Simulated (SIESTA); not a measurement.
The system is TiPt3.

```
CELL_PARAMETERS angstrom
3.89700 0.00000 0.00000
0.00000 3.89700 0.00000
0.00000 0.00000 3.89700
ATOMIC_POSITIONS crystal
Pt 0.50000 0.50000 0.00000
Pt 0.50000 0.00000 0.50000
Pt 0.00000 0.50000 0.50000
Ti 0.00000 0.00000 0.00000
```

Base run:

* Program: SIESTA 5.4.2
* Functional: PBEsol
* Potentials or basis: PseudoDojo 0.4 standard (PBEsol files)
* Basis: SZP (energy shift 0.003 Ry)
* Grid cutoff: 800 Ry
* Energy shift: 0.003 Ry
* k mesh: 7 × 7 × 7
* Occupations: fermi-dirac, width 0.05 eV
* Spin: no spin polarisation

Its results: band gap on the k mesh none (metal or under the smearing width); pressure 6.5 GPa.

Question: The run is repeated on the same cell with these changes: basis from SZP (energy shift 0.003 Ry) to SZ (energy shift 0.003 Ry). What comes out?

Answer: Band gap on the k mesh none (metal or under the smearing width); pressure 16.0 GPa.

Caveats: short orbitals over semicore shells can move pressures by several GPa; spin-orbit coupling is left out, which moves the levels of the heavy elements; the basis of atomic orbitals isn't converged, which shifts pressures, moduli and gaps; the basis has no polarisation orbitals (some runs).
